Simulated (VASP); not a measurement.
# InP (Fm-3m) in VASP: a series of runs, part 2 of 2

VASP 6.6.1. The steps go on from the part before.

## 3. Single point, r2SCAN

This run uses another cell than the first one, of 21.37 Å³/atom, 0.918 times its volume.

Contents of POSCAR:

```
InP
1.0
    0.0000000000      2.7750478136      2.7750478136
    2.7750478136      0.0000000000      2.7750478136
    2.7750478136      2.7750478136      0.0000000000
In P
1 1
Direct
    0.0000000000      0.0000000000      0.0000000000
    0.5000000000      0.5000000000      0.5000000000
```

Contents of INCAR.step1:

```
SYSTEM = InP
ALGO = Normal
EDIFF = 1E-4
ENCUT = 520
GGA = PE
ISMEAR = 0
LASPH = .TRUE.
LCHARG = .FALSE.
LREAL = .FALSE.
LWAVE = .TRUE.
NBANDS = 16
NELM = 100
PREC = Accurate
SIGMA = 0.1
```

Contents of INCAR.step2:

```
SYSTEM = InP
ALGO = Normal
EDIFF = 1E-7
ENCUT = 520
ISIF = 2
ISMEAR = 0
ISTART = 1
LASPH = .TRUE.
LCHARG = .FALSE.
LMIXTAU = .TRUE.
LREAL = .FALSE.
LWAVE = .FALSE.
METAGGA = R2SCAN
NBANDS = 16
NELM = 100
PREC = Accurate
SIGMA = 0.1
```

Contents of KPOINTS:

```
k-points
0
G
  14 14 14
  0 0 0
```

Potentials or basis: VASP PAW PBE potentials, release 64 (In_d, P).

Started as:

```sh
cat potpaw_PBE.64/In_d/POTCAR potpaw_PBE.64/P/POTCAR > POTCAR
cp INCAR.step1 INCAR
mpirun -np 1 vasp_std > vasp.out
cp INCAR.step2 INCAR
mpirun -np 1 vasp_std > vasp.out
```

Run time: 2.7 min. Hardware: 1 thread of Intel Xeon 6975P-C (Granite Rapids), shared host; peak memory 0.22 GiB.

It converged, with:

* Free energy: -31.7267 eV
* Pressure: -2.3 GPa
* Band gap on the k mesh: none (metal or under the smearing width)

Levels at points of the mesh, in eV from the Fermi level:
| k point | band 5 | band 6 | band 7 | band 8 | band 9 | band 10 | band 11 | band 12 | band 13 | band 14 |
| --- | --- | --- | --- | --- | --- | --- | --- | --- | --- | --- |
| (0.00, 0.00, 0.00) | -14.72 | -12.46 | -0.30 | -0.30 | -0.30 | 0.97 | 7.54 | 7.54 | 7.54 | 9.05 |
| (0.50, 0.00, 0.00) | -14.64 | -10.35 | -6.76 | 0.14 | 0.14 | 2.95 | 3.71 | 3.71 | 5.65 | 11.88 |
| (0.50, 0.50, 0.00) | -14.61 | -9.19 | -5.05 | -2.40 | -2.40 | -2.34 | 4.23 | 10.57 | 10.57 | 10.98 |

Caveat: the PAW data sets were made with another functional, which shifts forces and pressure a little.

## 4. Single point, r2SCAN

This run uses another cell than the first one, of 20.75 Å³/atom, 0.892 times its volume.

Contents of POSCAR:

```
InP
1.0
    0.0000000000      2.7478397104      2.7478397104
    2.7478397104      0.0000000000      2.7478397104
    2.7478397104      2.7478397104      0.0000000000
In P
1 1
Direct
    0.0000000000      0.0000000000      0.0000000000
    0.5000000000      0.5000000000      0.5000000000
```

Contents of INCAR.step1:

```
PREC = Accurate
ENCUT = 520
ISMEAR = 0
SIGMA = 0.1
LREAL = False
LASPH = True
NELM = 100
NBANDS = 16
GGA = PE
ALGO = Normal
EDIFF = 1E-4
LWAVE = True
LCHARG = False
```

Contents of INCAR.step2:

```
PREC = Accurate
ENCUT = 520
EDIFF = 1E-6
ISMEAR = 0
SIGMA = 0.1
LREAL = False
LASPH = True
NELM = 100
ALGO = Normal
ISIF = 2
LWAVE = False
LCHARG = False
METAGGA = R2SCAN
LMIXTAU = True
NBANDS = 16
ISTART = 1
```

Contents of KPOINTS:

```
Automatic mesh
0
Gamma
  14 14 14
```

Started as:

```sh
cat potpaw_PBE.64/In_d/POTCAR potpaw_PBE.64/P/POTCAR > POTCAR
cp INCAR.step1 INCAR
mpirun -np 1 vasp_std > vasp.out
cp INCAR.step2 INCAR
mpirun -np 1 vasp_std > vasp.out
```

Wall time 3.8 min (1 thread of AMD EPYC 9R45 (Zen 5), shared host); peak memory 0.18 GiB.

It converged, with:

| Item | Value |
| --- | --- |
| Free energy | -31.7352 eV |
| Pressure | 0.0 GPa |
| Band gap on the k mesh | none (metal or under the smearing width) |

Levels at points of the mesh, in eV from the Fermi level:
```csv
k point,band 6,band 7,band 8,band 9,band 10,band 11,band 12,band 13
"(0.00, 0.00, 0.00)",-12.69,-0.33,-0.33,-0.33,1.23,7.54,7.54,7.54
"(0.50, 0.00, 0.00)",-10.48,-6.92,0.14,0.14,2.97,3.71,3.71,5.89
"(0.50, 0.50, 0.00)",-9.22,-5.24,-2.51,-2.51,-2.30,4.17,10.84,10.84
```

Caveat: the PAW data sets were made with another functional, which shifts forces and pressure a little.

## 5. Single point, r2SCAN

This run uses another cell than the first one, of 20.75 Å³/atom, 0.892 times its volume.

POSCAR is that of step 4.

Contents of INCAR.step1:

```
SYSTEM = InP
ALGO = Normal ; EDIFF = 1E-4
ENCUT = 520 ; GGA = PE
ISMEAR = 0 ; LASPH = .TRUE.
LCHARG = .FALSE. ; LREAL = .FALSE.
LWAVE = .TRUE. ; NBANDS = 16
NELM = 100 ; PREC = Accurate
SIGMA = 0.1
```

Contents of INCAR.step2:

```
SYSTEM = InP
ALGO = Normal ; EDIFF = 1E-6
ENCUT = 520 ; ISIF = 2
ISMEAR = 0 ; ISTART = 1
LASPH = .TRUE. ; LCHARG = .FALSE.
LMIXTAU = .TRUE. ; LREAL = .FALSE.
LWAVE = .FALSE. ; METAGGA = R2SCAN
NBANDS = 16 ; NELM = 100
PREC = Accurate ; SIGMA = 0.1
```

Contents of KPOINTS:

```
k-points
0
G
  14 14 14
  0 0 0
```

Potentials or basis: VASP PAW PBE potentials, release 64 (In_d, P).

Started as:

```sh
cat potpaw_PBE.64/In_d/POTCAR potpaw_PBE.64/P/POTCAR > POTCAR
cp INCAR.step1 INCAR
mpirun -np 1 vasp_std > vasp.out
cp INCAR.step2 INCAR
mpirun -np 1 vasp_std > vasp.out
```

OUTCAR:

```text
SYSTEM = InP
   EDIFF = 1E-6
   ENCUT = 520
   ISIF = 2
   ISMEAR = 0
   ISTART = 1
   LASPH = .TRUE.
   LREAL = .FALSE.
   METAGGA = R2SCAN
   NELM = 100
   PREC = Accurate

 ion  position               nearest neighbor table
   1  0.000  0.000  0.000-   2 2.75   2 2.75   2 2.75   2 2.75   2 2.75   2 2.75
   2  0.500  0.500  0.500-   1 2.75   1 2.75   1 2.75   1 2.75   1 2.75   1 2.75

  LATTYP: Found a face centered cubic cell.
 ALAT       =     5.4956794208

  Lattice vectors:

[... 646 lines left out ...]

  FORCE on cell =-STRESS in cart. coord.  units (eV):
  Direction    XX          YY          ZZ          XY          YZ          ZX
  --------------------------------------------------------------------------------------
  -------------------------------------------------------------------------------------
  Total        0.0062875      0.0062875      0.0062875     -0.0000000     -0.0000000      0.0000000
  in kB        0.2427632      0.2427632      0.2427632     -0.0000000     -0.0000000      0.0000000
  external PRESSURE =       0.2427632 kB  Pullay stress =       0.0000000 kB

 VOLUME and BASIS-vectors are now :
 -----------------------------------------------------------------------------
  energy-cutoff  :      520.00
  volume of cell :       41.50
      direct lattice vectors                 reciprocal lattice vectors
     0.000000000  2.747839710  2.747839710    -0.181961123  0.181961123  0.181961123
     2.747839710  0.000000000  2.747839710     0.181961123 -0.181961123  0.181961123
     2.747839710  2.747839710  0.000000000     0.181961123  0.181961123 -0.181961123

 POSITION                                       TOTAL-FORCE (eV/Angst)
 -----------------------------------------------------------------------------------
      0.00000      0.00000      0.00000         0.000000      0.000000     -0.000000
      2.74784      2.74784      2.74784         0.000000     -0.000000      0.000000
 -----------------------------------------------------------------------------------
    total drift:                               -0.000000      0.000000      0.000000

  FREE ENERGIE OF THE ION-ELECTRON SYSTEM (eV)
  ---------------------------------------------------
  free  energy   TOTEN  =       -31.7352422571 eV

  energy  without entropy=      -31.7300789017  energy(sigma->0) =      -31.73266058
```

It took 3.6 min on 1 thread of AMD EPYC 9R45 (Zen 5), shared host; peak memory 0.18 GiB.

Results:

```
Free energy            : -31.7352 eV
Pressure               : 0.0 GPa
Band gap on the k mesh : none (metal or under the smearing width)
```

Caveat: the PAW data sets were made with another functional, which shifts forces and pressure a little.

## 6. Summary

| cell | k mesh | gap on the mesh (eV) | pressure (GPa) |
| --- | --- | --- | --- |
| Fm-3m, 23.27 Å³/atom | 6 × 6 × 6 | none | -7.1 |
| Fm-3m, 21.37 Å³/atom | 14 × 14 × 14 | none | -2.3 |
| Fm-3m, 20.75 Å³/atom | 14 × 14 × 14 | none | 0.0 |

Alike in all rows: task single point; level r2SCAN; potentials or basis VASP PAW PBE potentials, release 64 (In_d, P); no spin polarisation; cutoff (eV) 520; smearing gaussian 0.1 eV.

Every run on the cell as given and a fine mesh finds a metal.

Caveats: the PAW data sets were made with another functional, which shifts forces and pressure a little.

Total energies depend on the potentials used, so only differences within one code and one set of settings carry meaning.
